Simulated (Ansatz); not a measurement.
# GaCuSe2 (P4/mmm) in Ansatz: convergence with k mesh

Aim: find how far k mesh must go before the results for GaCuSe2 settle, at r2SCAN. This setting moves, with any that are tied to it; all else stays.

Program: Ansatz 0.2.0. These are calculated values, not measurements. Logs are shortened: lines on timing, memory, paths and dates and some standing lists are left out, and cuts for length are marked.

## 1. The structure

The structure is tetragonal, space group P4/mmm (No. 123). Conventional cell: a = 3.774 Å, b = 3.774 Å, c = 5.266 Å, α = 90.00°, β = 90.00°, γ = 90.00°. Around Se (site symmetry 4/mmm) lie 2 Ga at 2.63 Å and 4 Cu at 2.67 Å. Se (site symmetry 4/mmm) is surrounded by 2 Cu at 2.63 Å and 4 Ga at 2.67 Å. Ga (site symmetry 4/mmm) has 6 Se at 2.63 to 2.67 Å as nearest neighbours. Cu (site symmetry 4/mmm) has 6 Se at 2.63 to 2.67 Å as nearest neighbours.

Measurements of this composition are mostly on another form, of space group No. 122.

## 2. With k mesh 2 × 2 × 2

input.yaml

```yaml
crystal:
  lattice:
    - [3.774416, 0.0, 0.0]
    - [0.0, 3.774416, 0.0]
    - [0.0, 0.0, 5.265891]
  atoms:
    - { symbol: Se, position: [0.5, 0.5, 0.0] }
    - { symbol: Se, position: [0.0, 0.0, 0.5] }
    - { symbol: Ga, position: [0.5, 0.5, 0.5] }
    - { symbol: Cu, position: [0.0, 0.0, 0.0] }
hamiltonian:
  xc: r2scan
  pseudopotentials: { kind: paw_fr }
magnetization:
  noncollinear: true
  spin_orbit: true
kpoints:
  mp_grid: { grid: [2, 2, 2] }
scf:
  occupations: { method: cold, width: 0.1 }
output:
  forces: true
  stress: true
  eigenvalues: true
```

Potentials or basis: Ansatz PAW.

The run is started by

```
> ansatz run input.yaml --threads 2 --pin off --max-ram 5632MiB --backend cpu --events-out ev --progress --plain --runs-dir out
```

The log of the run:

```text
Warning: RAYON_NUM_THREADS=2 ignored (pool sized by the plan → 2); use --threads N
Engine: ansatz 0.2.0, aarch64-unknown-linux-gnu
Pseudopotentials: kind: paw_fr
Pseudopotential: Se, paw_fr, valence charge 16, recommended cutoff 500 eV (meta_gga), Se.paw.azcp#standard-fr
Pseudopotential: Ga, paw_fr, valence charge 13, recommended cutoff 500 eV (meta_gga), Ga.paw.azcp#standard-fr
Pseudopotential: Cu, paw_fr, valence charge 19, recommended cutoff 500 eV (meta_gga), Cu.paw.azcp#standard-fr
Functional definition: r2SCAN
  parameter k0 = 0.174
  parameter k1 = 0.065
  parameter a1 = 4.9479
  exchange = r2scan_x(k0 = k0, k1 = k1, a1 = a1)
  correlation = r2scan_c
non-collinear run that drives no moment, with spin-orbit: no starting moment large enough to seed its density (crystal.atoms[].spin), no starting occupations that ask for one, no magnetisation constraint and no magnetic field, so the semilocal B_xc is pinned to zero
Crystal: 4 atoms, lattice volume = 75.019 Å³
Basis set: ecut = 500 eV, 1907 PW (Γ), exchange–correlation on 120×120×160 points (64 copies of the dense FFT grid, shifted against one another)
Bands: 78, of which v1, the nominal top of the filled ones, is band 64 counted from 1 (63 counted from 0)
Symmetry: 16 space group operations + 16 with time reversal
Magnetic group: BNS 123.340 (UNI 1000), of the structure as read, at distance tolerance 4.2e-5 Å
k-points: 6 of 8
Projection manifold: j_resolved (fully-relativistic pseudo-atomic orbitals)
Non-local potential: Se, projectors of the file, l = 0: 2, l = 1: 4, l = 2: 6, l = 3: 2
Non-local potential: Ga, projectors of the file, l = 0: 2, l = 1: 4, l = 2: 6, l = 3: 2
Non-local potential: Cu, projectors of the file, l = 0: 3, l = 1: 4, l = 2: 6, l = 3: 2
PAW form: soft (Blöchl's): semilocal exchange-correlation on the pseudo side does not see the compensation charge
[... 39 lines left out ...]
Entropy (-TS):   -0.013795 eV (-3.449 meV/atom)
Fermi energy:    11.423503 eV
Step filling:    the computed levels leave a gap of 0.0349 eV = 0.3 smearing widths at the electron count; against every level under it full and every level over it empty, smearing changes F+E_penalty+E_count by -5.449 meV and its σ→0 estimate by -0.850 meV
--- Per-component energies (eV) ---
  E_band       = -1222.796756
  E_kinetic    = 654.524093
  E_local      = -11090.438829  (includes V_loc(G=0)·N_el)
  E_nonlocal   = -356.000259
  E_hartree    = 5231.102936
  E_xc         = -341.237351
  E_vxc        = -392.204115  (∫ρ·V_xc dr)
  E_paw        = -7532.475876  (= ΣΔE_a)
  E_vpaw       = -522.360648  (= ΣTr[D̂ρ^β])
  E_aug_tail   = -0.000300  (compensation charges beyond the density's cutoff)
  E_vtau       = 21.454497  (kinetic-family band-sum trace: ∫τ·v_τ [+ j·A + Jᵃ·Aᵃ] dr)
  E_ewald      = -7928.398262
  E_core_change = -4.436173  (= ΣΔE_core)
  E_smearing   = -0.013795  (= −TS)
  E_closure    = -0.000000  (closes the sum)
  Σ components = -21367.373816   (vs F -21367.373816, Δ=0.00e0)
--- Forces (eV/Å), atoms counted from 1 ---
  atom   1  Se    -0.00000000     0.00000000     0.00000000
  atom   2  Se    -0.00000000     0.00000000     0.00000000
  atom   3  Ga     0.00000000     0.00000000     0.00000000
  atom   4  Cu     0.00000000    -0.00000000     0.00000000
  max |Σ_I F_I| component: 1.16e-24 eV/Å
--- Stress (GPa, compression-positive) ---
        6.338223       0.000000       0.000000
        0.000000       6.338223       0.000000
        0.000000       0.000000      -7.509375
  P = ⅓ Tr σ = 1.7224 GPa (17.224 kbar)
--- Band table (eV; the first three rows and the last of 6) ---
  k-point 0: bands = ["-105.0891", "-105.0891", "-62.6964", "-62.6964", "-60.1649", "-60.1649", "-60.0701", "-60.0701", "-38.2816", "-38.2816", "-38.2661", "-38.2661", "-38.0230", "-38.0230", "-37.9459", "-37.9459", "-37.3880", "-37.3880", "-37.3783", "-37.3783", "-37.3675", "-37.3675", "-37.1337", "-37.1337", "-37.0954", "-37.0954", "-37.0323", "-37.0323", "-5.5303", "-5.5303", "-5.4488", "-5.4488", "-5.0776", "-5.0776", "-4.9953", "-4.9953", "-4.9643", "-4.9643", "-4.4784", "-4.4784", "-2.1124", "-2.1124", "4.6627", "4.6627", "7.1358", "7.1358", "7.3596", "7.3596", "7.5880", "7.5880", "8.1494", "8.1494", "8.3002", "8.3002", "8.4477", "8.4477", "8.5328", "8.5328", "8.6809", "8.6809", "9.3394", "9.3394", "9.7554", "9.7554", "9.9107", "9.9107", "12.6267", "12.6267", "15.3257", "15.3257", "18.9902", "18.9902", "19.1400", "19.1400", "19.1642", "19.1642", "19.2628", "19.2628"]
  k-point 1: bands = ["-105.0891", "-105.0891", "-62.6964", "-62.6964", "-60.1649", "-60.1649", "-60.0701", "-60.0701", "-38.2816", "-38.2816", "-38.2661", "-38.2661", "-38.0230", "-38.0230", "-37.9459", "-37.9459", "-37.3879", "-37.3879", "-37.3783", "-37.3783", "-37.3675", "-37.3675", "-37.1336", "-37.1336", "-37.0954", "-37.0954", "-37.0323", "-37.0323", "-5.5111", "-5.5111", "-5.4491", "-5.4491", "-5.0694", "-5.0694", "-4.9953", "-4.9953", "-4.9657", "-4.9657", "-3.7667", "-3.7667", "-3.2065", "-3.2065", "5.4020", "5.4020", "6.0308", "6.0308", "7.2732", "7.2732", "7.4673", "7.4673", "8.1827", "8.1827", "8.4881", "8.4881", "8.8022", "8.8022", "8.8444", "8.8444", "8.9774", "8.9774", "9.1021", "9.1021", "9.4445", "9.4445", "11.4183", "11.4183", "13.3117", "13.3117", "15.7733", "15.7733", "17.2485", "17.2485", "17.7097", "17.7097", "18.3955", "18.3955", "18.5936", "18.5936"]
  k-point 2: bands = ["-105.0891", "-105.0891", "-62.6965", "-62.6965", "-60.1649", "-60.1649", "-60.0702", "-60.0702", "-38.2816", "-38.2816", "-38.2660", "-38.2660", "-38.0230", "-38.0230", "-37.9457", "-37.9457", "-37.3879", "-37.3879", "-37.3784", "-37.3784", "-37.3673", "-37.3673", "-37.1335", "-37.1335", "-37.0954", "-37.0954", "-37.0320", "-37.0320", "-5.4918", "-5.4918", "-5.4576", "-5.4576", "-5.0494", "-5.0494", "-5.0063", "-5.0063", "-4.9666", "-4.9666", "-3.1580", "-3.1580", "-2.6990", "-2.6990", "3.5728", "3.5728", "5.5211", "5.5211", "6.0418", "6.0418", "7.2177", "7.2177", "7.2267", "7.2267", "8.3955", "8.3955", "8.5658", "8.5658", "8.8504", "8.8504", "8.9188", "8.9188", "9.0638", "9.0638", "11.1289", "11.1289", "12.6942", "12.6942", "13.4084", "13.4084", "14.5958", "14.5958", "16.8711", "16.8711", "17.5868", "17.5868", "18.0544", "18.0544", "18.4046", "18.4046"]
  k-point 5: bands = ["-105.0891", "-105.0891", "-62.6965", "-62.6965", "-60.1650", "-60.1650", "-60.0703", "-60.0703", "-38.2815", "-38.2815", "-38.2659", "-38.2659", "-38.0229", "-38.0229", "-37.9456", "-37.9456", "-37.3877", "-37.3877", "-37.3784", "-37.3784", "-37.3670", "-37.3670", "-37.1334", "-37.1334", "-37.0955", "-37.0955", "-37.0319", "-37.0319", "-5.5681", "-5.5681", "-5.4534", "-5.4534", "-5.0957", "-5.0957", "-5.0017", "-5.0017", "-4.9584", "-4.9584", "-2.3056", "-2.3056", "-2.1492", "-2.1492", "4.2100", "4.2100", "5.0115", "5.0115", "5.1230", "5.1230", "6.2786", "6.2786", "6.5461", "6.5461", "6.6925", "6.6925", "8.4876", "8.4876", "8.5243", "8.5243", "8.7357", "8.7357", "8.9093", "8.9093", "9.0154", "9.0154", "12.0616", "12.0616", "14.8228", "14.8228", "15.3111", "15.3111", "18.0245", "18.0245", "18.6000", "18.6000", "18.6880", "18.6880", "18.9036", "18.9036"]
```

It took 11 s on 2 threads of Arm Neoverse V2, shared host; peak memory 0.83 GiB.

What came out:

```yaml
Free_energy: -21367.3738 eV
Pressure: 1.7 GPa
Band_gap_on_the_k_mesh: none (metal or under the smearing width)
```

## 3. With k mesh 3 × 3 × 2

Edit input.yaml of step 2 so:

```diff
@@ -17,3 +17,3 @@
 kpoints:
-  mp_grid: { grid: [2, 2, 2] }
+  mp_grid: { grid: [3, 3, 2] }
 scf:
```

Potentials or basis: Ansatz PAW.

The run is started by

```
> ansatz run input.yaml --threads 2 --pin off --max-ram 5632MiB --backend cpu --events-out ev --progress --plain --runs-dir out
```

Wall time 11 s (2 threads of Arm Neoverse V2, shared host); peak memory 0.82 GiB.

Results:

```yaml
Free_energy: -21368.0707 eV
Pressure: -1.5 GPa
Band_gap_on_the_k_mesh: none (metal or under the smearing width)
```

## 4. With k mesh 4 × 4 × 3

Edit input.yaml of step 3 so:

```diff
@@ -17,3 +17,3 @@
 kpoints:
-  mp_grid: { grid: [3, 3, 2] }
+  mp_grid: { grid: [4, 4, 3] }
 scf:
```

The run is started by

```
> ansatz run input.yaml --threads 2 --pin off --max-ram 5632MiB --backend cpu --events-out ev --progress --plain --runs-dir out
```

Wall time 17 s (2 threads of Arm Neoverse V2, shared host); peak memory 0.88 GiB.

What came out:

```
Free energy            : -21367.9617 eV
Pressure               : -1.4 GPa
Band gap on the k mesh : none (metal or under the smearing width)
```

## 5. With k mesh 5 × 5 × 4

Edit input.yaml of step 4 so:

```diff
@@ -17,3 +17,3 @@
 kpoints:
-  mp_grid: { grid: [4, 4, 3] }
+  mp_grid: { grid: [5, 5, 4] }
 scf:
```

The run is started by

```
> ansatz run input.yaml --threads 2 --pin off --max-ram 5632MiB --backend cpu --events-out ev --progress --plain --runs-dir out
```

Run time: 24 s. Hardware: 2 threads of Arm Neoverse V2, shared host; peak memory 0.91 GiB.

What came out:

| Quantity | Value |
| --- | --- |
| Free energy | -21368.1855 eV |
| Pressure | -2.0 GPa |
| Band gap on the k mesh | none (metal or under the smearing width) |

## 6. With k mesh 6 × 6 × 5

Edit input.yaml of step 5 so:

```diff
@@ -17,3 +17,3 @@
 kpoints:
-  mp_grid: { grid: [5, 5, 4] }
+  mp_grid: { grid: [6, 6, 5] }
 scf:
```

Potentials or basis: Ansatz PAW.

The run is started by

```
> ansatz run input.yaml --threads 2 --pin off --max-ram 5632MiB --backend cpu --events-out ev --progress --plain --runs-dir out
```

It took 43 s on 2 threads of Arm Neoverse V2, shared host; peak memory 0.99 GiB.

The run converged. Its results:

```yaml
Free_energy: -21368.1830 eV
Pressure: -2.1 GPa
Band_gap_on_the_k_mesh: none (metal or under the smearing width)
```

## 7. With k mesh 8 × 8 × 6

Edit input.yaml of step 6 so:

```diff
@@ -17,3 +17,3 @@
 kpoints:
-  mp_grid: { grid: [6, 6, 5] }
+  mp_grid: { grid: [8, 8, 6] }
 scf:
```

The run is started by

```
> ansatz run input.yaml --threads 2 --pin off --max-ram 5632MiB --backend cpu --events-out ev --progress --plain --runs-dir out
```

Run time: 77 s. Hardware: 2 threads of Arm Neoverse V2, shared host; peak memory 1.2 GiB.

It converged, with:

```
Free energy            : -21368.1459 eV
Pressure               : -1.9 GPa
Band gap on the k mesh : none (metal or under the smearing width)
```

## 8. With k mesh 10 × 10 × 7

Edit input.yaml of step 7 so:

```diff
@@ -17,3 +17,3 @@
 kpoints:
-  mp_grid: { grid: [8, 8, 6] }
+  mp_grid: { grid: [10, 10, 7] }
 scf:
```

The run is started by

```
> ansatz run input.yaml --threads 2 --pin off --max-ram 5632MiB --backend cpu --events-out ev --progress --plain --runs-dir out
```

It took 1.9 min on 2 threads of Arm Neoverse V2, shared host; peak memory 1.4 GiB.

The run converged. Its results:

| Property | Result |
| --- | --- |
| Free energy | -21368.1700 eV |
| Pressure | -2.1 GPa |
| Band gap on the k mesh | none (metal or under the smearing width) |

## 9. With k mesh 12 × 12 × 8

Edit input.yaml of step 8 so:

```diff
@@ -17,3 +17,3 @@
 kpoints:
-  mp_grid: { grid: [10, 10, 7] }
+  mp_grid: { grid: [12, 12, 8] }
 scf:
```

Potentials or basis: Ansatz PAW.

The run is started by

```
> ansatz run input.yaml --threads 2 --pin off --max-ram 5632MiB --backend cpu --events-out ev --progress --plain --runs-dir out
```

Wall time 3 min (2 threads of Arm Neoverse V2, shared host); peak memory 1.8 GiB.

Results (log left out):

```
Free energy            : -21368.1648 eV
Pressure               : -2.0 GPa
Band gap on the k mesh : none (metal or under the smearing width)
```

## 10. The series at a glance

```csv
k mesh,"energy less the tightest run, at zero smearing (meV/atom)",pressure (GPa),SCF cycles,CPU time (s),peak memory (GiB)
2 × 2 × 2,198.96,1.72,13,22,0.83
3 × 3 × 2,23.71,-1.54,11,21,0.82
4 × 4 × 3,50.89,-1.39,11,34,0.88
5 × 5 × 4,-4.65,-1.96,10,47,0.91
6 × 6 × 5,-4.30,-2.11,12,84,0.99
8 × 8 × 6,4.87,-1.92,12,150,1.2
10 × 10 × 7,-1.35,-2.10,12,220,1.4
12 × 12 × 8,0.00,-2.03,12,360,1.8
```

Against the tightest run, the pressure stays within 0.1 GPa from 10 × 10 × 7 on. Not settled before the last step: the energy (to 1 meV/atom). Meshes of other sizes hit other points, so gaps and Fermi surfaces needn't settle smoothly. The tightest run that finished is the yardstick and may itself not be fully converged.

Caveats: the run has no spin polarisation, though such a crystal can be magnetic; the PAW data sets come from PBE, with cores solved anew for the run's functional, which leaves a small shift of forces and pressure.
